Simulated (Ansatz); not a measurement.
Li3N:
```cif
data_Li3N
_chemical_formula_sum 'Li3 N1'
_space_group_name_H-M_alt 'P6/mmm'
_space_group_IT_number 191
_space_group_name_Hall '-P 6 2'
_cell_length_a 3.63436
_cell_length_b 3.63436
_cell_length_c 3.86478
_cell_angle_alpha 90.000
_cell_angle_beta 90.000
_cell_angle_gamma 120.000
loop_
_atom_site_label
_atom_site_type_symbol
_atom_site_symmetry_multiplicity
_atom_site_Wyckoff_symbol
_atom_site_fract_x
_atom_site_fract_y
_atom_site_fract_z
_atom_site_occupancy
Li1 Li 1 b 0.00000 0.00000 0.50000 1
Li2 Li 2 c 0.33333 0.66667 0.00000 1
N1 N 1 a 0.00000 0.00000 0.00000 1
```

This is the PBE-relaxed structure.

Problem. All from the program Ansatz at the PBE level (PAW), unless another level is named. Give the band gap.

Solution. 1.06 eV (indirect).

Problem. Next, the conduction-band minimum?

Solution. at Γ.

Problem. Predict the weight of the valence-edge state by species (Voronoi cells).

Solution. N 80 %, Li 20 %.

Symmetry was held in the PBE relaxation. At this level the phase is dynamically unstable (imaginary phonons).

Potentials: the later of the program's two PAW sets.
